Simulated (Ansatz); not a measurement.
Crystal: TaN.

```
Ta N
1.0
     0.00000    2.21132    2.21132
     2.21132    0.00000    2.21132
     2.21132    2.21132    0.00000
Ta N
1 1
Direct
  0.50000 0.50000 0.50000
  0.00000 0.00000 0.00000
```

The cell comes from a database or a generator and needn't be the stable form of this composition.

Base run:

```yaml
Program: Ansatz 0.2.0
Functional: RPBE
Potentials_or_basis: Ansatz PAW
Cutoff: "420 eV (not typed: the program's choice for these potentials)"
k_mesh: 10 × 10 × 10
Occupations: fermi-dirac, width 0.05 eV
Spin: no spin polarisation
```

Its results: band gap on the k mesh none (metal or under the smearing width); pressure 3.3 GPa.

Problem. After a change of settings the same cell gave: band gap on the k mesh none (metal or under the smearing width); pressure 2.0 GPa. Which change was it?
A. functional from RPBE to PBEsol
B. functional from RPBE to revPBE
C. functional from RPBE to PBE; occupations from fermi-dirac, width 0.05 eV to gaussian, width 0.012 eV
D. functional from RPBE to BLYP

Solution. B.

Caveats: spin-orbit coupling is left out, which moves the levels of the heavy elements; the PAW data sets come from PBE, with cores solved anew for the run's functional, which leaves a small shift of forces and pressure.
